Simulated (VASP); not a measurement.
Input of a VASP 6.6.1 run:

INCAR

```
ALGO     = Normal         # electronic algorithm
EDIFF    = 1E-6           # SCF threshold, eV
EDIFFG   = -0.01          # ionic threshold
ENCUT    = 600            # plane-wave cutoff, eV
GGA      = PE             # functional
IBRION   = 2              # ionic algorithm
ISIF     = 3              # what is computed and relaxed
ISMEAR   = 0              # smearing method
IVDW     = 12             # dispersion correction
KPAR     = 4            
LASPH    = True           # aspherical terms in the spheres
LCHARG   = False          # write CHGCAR
LREAL    = False          # projectors in reciprocal space
LWAVE    = False          # write WAVECAR
NELM     = 80             # most SCF steps
NSW      = 90             # ionic steps
PREC     = Accurate       # precision mode
SIGMA    = 0.03           # smearing width, eV
```

File KPOINTS:

```
k-points
0
Gamma
  6 6 6
```

Contents of POSCAR:

```
Si3N4
1.0
    0.0000000000      3.8937180000      3.8937180000
    3.8937180000      0.0000000000      3.8937180000
    3.8937180000      3.8937180000      0.0000000000
Si N
6 8
Direct
    0.1250000000      0.1250000000      0.6250000000
    0.1250000000      0.6250000000      0.1250000000
    0.6250000000      0.1250000000      0.1250000000
    0.1250000000      0.1250000000      0.1250000000
    0.7500000000      0.7500000000      0.7500000000
    0.5000000000      0.5000000000      0.5000000000
    0.3675630000      0.3675630000      0.3675630000
    0.3526890000      0.8824370000      0.8824370000
    0.8824370000      0.8824370000      0.3526890000
    0.8824370000      0.3526890000      0.8824370000
    0.3675630000      0.3675630000      0.8973110000
    0.3675630000      0.8973110000      0.3675630000
    0.8824370000      0.8824370000      0.8824370000
    0.8973110000      0.3675630000      0.3675630000
```

Potentials or basis: VASP PAW PBE potentials, release 64 (Si, N).

Run with:

```bash
$ cat potpaw_PBE.64/Si/POTCAR potpaw_PBE.64/N/POTCAR > POTCAR
$ mpirun -np 4 vasp_std > vasp.out
```

Question: What does it give for the relaxed cell?

Answer: a = 5.467 Å, b = 5.467 Å, c = 5.467 Å, α = 60.00°, β = 60.00°, γ = 60.00°.

Question: Estimate the relaxed volume.

Answer: 8.25 Å³/atom.

Question: What does it give for the dispersion energy per atom?

Answer: -0.324 eV.

Question: What does it give for the space group after relaxing (to 0.05 Å)?

Answer: Fd-3m (No. 227).

Final structure:
```xyz
14
Lattice="0.0000 3.8659 3.8659 3.8659 0.0000 3.8659 3.8659 3.8659 0.0000" Properties=species:S:1:pos:R:3 pbc="T T T"
Si    2.8994    2.8994    0.9665
Si    2.8994    0.9665    2.8994
Si    0.9665    2.8994    2.8994
Si    0.9665    0.9665    0.9665
Si    5.7988    5.7988    5.7988
Si    3.8659    3.8659    3.8659
N     2.8428    2.8428    2.8428
N     6.8218    4.7758    4.7758
N     4.7758    4.7758    6.8218
N     4.7758    6.8218    4.7758
N     4.8889    4.8889    2.8428
N     4.8889    2.8428    4.8889
N     6.8218    6.8218    6.8218
N     2.8428    4.8889    4.8889
```
